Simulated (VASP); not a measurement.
Write the native input for VASP 6.6.1 that does the following.

```
Task                   : single point
Functional             : PBE
Potentials or basis    : VASP PAW PBE potentials, release 64 (Si)
Cutoff                 : 520 eV
k mesh                 : 8 × 8 × 6
Occupations            : gaussian, width 0.05 eV
Spin                   : no spin polarisation
Dipole correction      : no
Further INCAR settings : ALGO = Fast; EDIFF = 1e-06; NBANDS = 16
```

The structure of Si lies in POSCAR:

```
Si
1.0
    0.0000000000     -2.6890902545     -2.6890902545
    0.0000000000      2.6890902545     -2.6890902545
    5.3781805090      0.0000000000      0.0000000000
Si
4
Direct
    0.5039640536      0.5145972412      0.0000000000
   -0.0039640536     -0.0145972412      0.5000000000
    1.0039640536      0.4854027588      0.2500000000
    0.4960359464      0.0145972412      0.7500000000
```

The cell isn't the ideal one: mode 4 frozen in at -0.059 Å, equal normal strain along x, y and z -0.0167.

These files were run (other wordings do the same):

INCAR

```
ALGO = Fast
EDIFF = 1E-6
ENCUT = 520
GGA = PE
ISIF = 2
ISMEAR = 0
LASPH = T
LCHARG = F
LREAL = F
LWAVE = F
NBANDS = 16
NELM = 100
PREC = Accurate
SIGMA = 0.05
```

KPOINTS

```
k-points
0
Gamma
  8 8 6
```

Potentials or basis: VASP PAW PBE potentials, release 64 (Si).

Launch:

```bash
$ cat potpaw_PBE.64/Si/POTCAR > POTCAR
$ mpirun -np 1 vasp_std > vasp.out
```

Results of the run:

```yaml
Pressure: 4.8 GPa
Largest_force: 0.107 eV/Å
Band_gap_on_the_k_mesh: 0.54 eV
```

It took 32 s on 1 thread of Intel(R) Xeon(R) 6975P-C (Granite Rapids), on a shared host, peak memory 0.22 GiB.
